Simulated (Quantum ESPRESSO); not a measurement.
Crystal: ZrC.

```xyz
4
Lattice="3.3915 0.0000 0.0000 -1.6957 2.9371 0.0000 0.0000 0.0000 5.2901" Properties=species:S:1:pos:R:3 pbc="T T T"
Zr    1.6957    0.9790    3.9675
Zr    0.0000    1.9581    1.3225
C     0.0000    0.0000    2.6450
C     0.0000    0.0000    0.0000
```

The cell comes from a database or a generator and needn't be the stable form of this composition.

Base run:

| Item | Value |
| --- | --- |
| Program | Quantum ESPRESSO 7.5 |
| Functional | PBEsol |
| Potentials or basis | GBRV 1.5 PBEsol |
| Cutoff | 612 eV |
| Density cutoff | 4898 eV |
| k mesh | 9 × 9 × 5 |
| Occupations | fermi-dirac, width 0.05 eV |
| Spin | no spin polarisation |

Its results: band gap on the k mesh none (metal or under the smearing width); pressure -7.9 GPa.

Question: The run is repeated on the same cell with these changes: functional from PBEsol to LDA; potentials or basis from GBRV 1.5 PBEsol to GBRV 1.5 LDA. What comes out?

Answer: Band gap on the k mesh none (metal or under the smearing width); pressure -11.7 GPa.
